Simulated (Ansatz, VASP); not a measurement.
One calculation of Be, two programs

INCAR

```
SYSTEM = Be
PREC = Accurate
ENCUT = 520
EDIFF = 1E-7
ISMEAR = 0
SIGMA = 0.15
LREAL = .FALSE.
LASPH = .TRUE.
NELM = 100
ALGO = Normal
ISIF = 2
LWAVE = .FALSE.
LCHARG = .TRUE.
GGA = PE
LELF = .TRUE.
LVHAR = .TRUE.
NBANDS = 9
```

File KPOINTS:

```
Automatic mesh
0
G
  24 24 14
  0 0 0
```

The input POSCAR:

```
Be
1.0
    2.4144770842      0.0000000000      0.0000000000
   -1.2072385421      2.0909984917      0.0000000000
    0.0000000000      0.0000000000      3.7809450000
Be
2
Direct
    0.3333333333      0.6666666667      0.2500000000
    0.6666666667      0.3333333333      0.7500000000
```

Input for Ansatz:

```yaml
crystal:
  lattice:
    - [2.4144770842, 0.0, 0.0]
    - [-1.2072385421, 2.0909984917, 0.0]
    - [0.0, 0.0, 3.780945]
  atoms:
    - { symbol: Be, position: [0.3333333333, 0.6666666667, 0.25] }
    - { symbol: Be, position: [0.6666666667, 0.3333333333, 0.75] }
basis:
  ecutwfc: 420
kpoints:
  mp_grid: { grid: [24, 24, 14] }
hamiltonian:
  xc: pbe
scf:
  occupations: { method: gaussian, width: 0.15 }
output:
  forces: true
  stress: true
  eigenvalues: true
```

Change from the starting cell: strain +0.050 along x and y, +0.050 along z, atoms carried along.

Alike in both runs: task single point; functional PBE; k mesh 24 × 24 × 14; occupations gaussian, width 0.15 eV; no spin polarisation.

|  | VASP | Ansatz |
| --- | --- | --- |
| version | VASP 6.6.1 | Ansatz 0.2.0 |
| potentials or method | VASP PAW PBE potentials, release 64 (Be) | scalar-relativistic, plane waves, PAW |
| plane-wave cutoff (eV) | 520 | 420 |
| valence electrons in the cell | 4 | 4 |

```tsv
	VASP	Ansatz	Ansatz less VASP
gap on the k mesh at the Fermi level (eV)	none	none	-
pressure (GPa)	-16.8	-16.9	-0.07
largest component of the traceless stress (GPa)	0.91	0.93	+0.014
```

A gap of «none» marks a metal or a gap that the smearing closes.

Caveats: so large a pressure means that the cell lies far from this level's equilibrium, or that cutoff or potentials fall short (VASP).
